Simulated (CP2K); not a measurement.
The system is TiO2.

```xyz
9
Lattice="5.2910 0.0000 0.0000 -2.6455 4.5821 0.0000 0.0000 0.0000 6.1330" Properties=species:S:1:pos:R:3 pbc="T T T"
Ti   -0.1593    4.5324    1.8398
Ti   -1.1169    2.0969    3.9760
Ti    1.4152    2.5626    6.1217
O     1.2870    1.4239    1.3749
O     3.4209    0.3493    3.4584
O     3.2446    2.7658    5.4039
O     0.6094    1.9284    4.8197
O    -1.2884    3.3026    2.7933
O     0.5241    3.9487    0.8773
```

The cell comes from a database or a generator and needn't be the stable form of this composition.

The cell isn't the ideal one: all atoms moved at random.

Base run:

* Program: CP2K 2026.2
* Functional: HLE16
* Potentials or basis: POTENTIAL_UZH Ti GTH-PBE-q12, O GTH-PBE-q6; DZVP-MOLOPT-PBE-GTH basis
* Density cutoff: 11565 eV
* k mesh: 5 × 5 × 4
* Occupations: fermi-dirac, width 0.05 eV
* Spin: no spin polarisation

Its results: band gap on the k mesh 2.71 eV, indirect (least direct gap 2.77 eV); pressure 0.2 GPa; largest force 33.434 eV/Å.

The run is repeated on the same cell with these changes: functional from HLE16 to rev-vdW-DF2. What comes out?

Band gap on the k mesh 3.16 eV, indirect (least direct gap 3.24 eV); pressure 19.6 GPa; largest force 41.725 eV/Å.

Caveats: the potentials were made for another functional, which shifts forces and pressure; an odd mesh through Γ misses points on the zone boundary, where band edges often lie; the basis of atomic orbitals isn't converged, which shifts pressures, moduli and gaps; the potentials were made for a functional far from this one (some runs).
